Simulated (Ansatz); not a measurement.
**Si: levels at named points**

The task here is to estimate one member of a computed series from the others.

Method: DFT PBEsol, scalar-relativistic, plane waves, PAW, in Ansatz 0.2.0.

That is the level of the relaxation; later steps name their own.

1 further run of the same task is left out (set aside as unsound or not needed).

## The starting structure

The structure is cubic, space group Fd-3m (No. 227). The conventional cell has a = 5.434 Å, b = 5.434 Å, c = 5.434 Å, α = 90.00°, β = 90.00°, γ = 90.00°. Si (site symmetry -43m) is surrounded by 4 Si at 2.35 Å.

Coordinates:

```
CELL_PARAMETERS angstrom
0.00000 2.71681 2.71681
2.71681 0.00000 2.71681
2.71681 2.71681 0.00000
ATOMIC_POSITIONS crystal
Si 0.00000 0.00000 0.00000
Si 0.25000 0.25000 0.25000
```

This cell was relaxed beforehand with the same method: volume 20.05 Å³/atom, gap on the mesh 0.46 eV.

The first run:

input.yaml

```yaml
crystal:
  lattice:
    - [0.0, 2.7168139163, 2.7168139163]
    - [2.7168139163, 0.0, 2.7168139163]
    - [2.7168139163, 2.7168139163, 0.0]
  atoms:
    - { symbol: Si, position: [0.0, 0.0, 0.0] }
    - { symbol: Si, position: [0.25, 0.25, 0.25] }
basis:
  ecutwfc: 420
kpoints:
  mp_grid: { grid: [12, 12, 12] }
  band_path: { path: [VBM, CBM], npoints: 2 }
hamiltonian:
  xc: pbesol
scf:
  occupations: { method: gaussian, width: 0.02 }
output:
  forces: true
  stress: true
  eigenvalues: true
```

The run is started by

```console
ansatz run input.yaml --threads 2 --pin off --max-ram 5120MiB --backend cpu --events-out ev --progress --plain --runs-dir out
```

Steps of the session up to this table: Band edges over the whole zone; The run at PBEsol, 250 eV and coarse mesh; Levels with LDA; The run at PBE0; The run at Hartree-Fock.

One of the session's tables, all rows but one given; the rest of the session is left out.

| level | gap (eV) | least direct gap (eV) |
| --- | --- | --- |
| PBEsol, 250 eV and coarse mesh | 0.42 | 2.49 |
| LDA | ? | ? |
| PBE0 | 1.79 | 3.97 |
| Hartree-Fock | 6.37 | 9.06 |

Estimate the missing values for LDA.

The run gave: gap (eV): 0.47; least direct gap (eV): 2.53. In the column «gap (eV)» it lies between PBEsol, 250 eV and coarse mesh (0.42) and PBE0 (1.79).

Gaps are by band count over the mesh and the named points; a gap of 0 means that the bands overlap or touch.

To keep in mind: Warnings in the runs' records: cutoff below recommended.
